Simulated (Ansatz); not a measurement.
A plane-wave DFT run in Ansatz 0.2.0 (scalar-relativistic PAW potentials unless the input names others): input and command.

```yaml
crystal:
  lattice:
    - [2.4902264169, 0.0022634038, -0.2362181539]
    - [-1.2358622829, 2.161916826, 0.2362028821]
    - [-0.9516255296, -0.89401937, 3.1918332104]
  atoms:
    - { symbol: B, position: [0.9912911389, 0.9915497733, -0.0057730878] }
    - { symbol: "N", position: [0.6568578611, 0.3243342267, 0.9925780878] }
kpoints:
  mp_grid: { grid: [12, 12, 12] }
hamiltonian:
  xc: rpbe
  dispersion: d3bj
scf:
  occupations: { method: fixed }
output:
  forces: true
  eigenvalues: true
  stress: true
```

```bash
ansatz run input.yaml --threads 1 --pin off --max-ram 3072MiB --backend cpu --events-out ev --progress --plain --runs-dir out
```

Abridged log:
```
Basis set: ecut = 420 eV, 323 PW (Γ), exchange–correlation on 36×36×48 points (8 copies of the dense FFT grid, shifted against one another)
Bands: 8, of which v1, the nominal top of the filled ones, is band 4 counted from 1 (3 counted from 0)
Symmetry: 2 space group operations
k-points: 476 of 1728 (time reversal used)
SCF iter   1: F=—  HF=-545.843306 eV  |F-HF|=—  |Δ(HF+E_count)|=         —  Δρ=3.44e-3  dr2=9.11e-4  ethr=1.77e-3  ⟨swp⟩=4.0  Hψ=21710  notcnv=0  defer=789
SCF iter   2: F=—  HF=-545.844396 eV  |F-HF|=—  |Δ(HF+E_count)|=   1.09e-3  Δρ=1.85e-3  dr2=1.75e-4  ethr=1.14e-5  ⟨swp⟩=2.9  Hψ=10421  notcnv=0  defer=945
SCF iter   3: F=—  HF=-545.844692 eV  |F-HF|=—  |Δ(HF+E_count)|=   2.96e-4  Δρ=5.58e-4  dr2=4.40e-5  ethr=2.19e-6  ⟨swp⟩=2.0  Hψ=6248  notcnv=0  defer=945
SCF iter   4: F=—  HF=-545.844711 eV  |F-HF|=—  |Δ(HF+E_count)|=   1.88e-5  Δρ=6.36e-5  dr2=3.91e-7  ethr=5.50e-7  ⟨swp⟩=2.1  Hψ=5919  notcnv=0  defer=747
SCF iter   5: F=-545.844712 eV  HF=-545.844711 eV  |F-HF|=2.16e-7  |Δ(HF+E_count)|=   8.03e-7  Δρ=2.53e-5  dr2=4.99e-8  ethr=4.89e-9  ⟨swp⟩=2.1  Hψ=5503  notcnv=0  defer=807
SCF iter   6: F=-545.844712 eV  HF=-545.844712 eV  |F-HF|=1.71e-9  |Δ(HF+E_count)|=   2.46e-7  Δρ=2.02e-6  dr2=3.30e-10  ethr=6.24e-10  ⟨swp⟩=4.0  Hψ=20285  notcnv=0
SCF 1 converged in 6 iterations: F = -545.844712 eV  dr2 = 3.30e-10
SCF converged after 6 iterations
Free energy (F): -545.844712 eV
Harris-Foulkes:  -545.844712 eV  (|F-HF|=1.71e-9)
Internal energy: -545.844712 eV  (E = F + TS)
E sigma→0 (E₀):  -545.844712 eV
Fermi energy:    5.535565 eV
  E_disp       = -0.896212  (pairwise vdW)
--- Forces (eV/Å), atoms counted from 1 ---
  atom   1  B      0.00004420    -0.00002561     0.00108570
  atom   2  N     -0.00004492     0.00002603    -0.00109306
--- Stress (GPa, compression-positive) ---
        0.295802       0.005635      -0.109256
        0.005635       0.302259       0.063317
       -0.109165       0.063264      -0.815863
  P = ⅓ Tr σ = -0.0726 GPa (-0.726 kbar)
```

Apart from outputs, empty bands and the relaxation, which only the reference makes, the input differs from a reference run on usual settings in hamiltonian.xc: "pbe" → "rpbe"; basis.ecutwfc: 420 → not typed. The reference, at the same geometry, ended its own course with pressure 1.99 GPa, largest force 0.000 eV/Å, gap on the mesh 4.09 eV. This run converged in 6 SCF iterations with a total energy on another zero, pressure -0.07 GPa, largest force 0.001 eV/Å, gap on the mesh 4.20 eV.

Time: 3.1 s on 1 thread of Intel(R) Xeon(R) 6975P-C (Granite Rapids) (shared host), peak memory 0.4 GiB.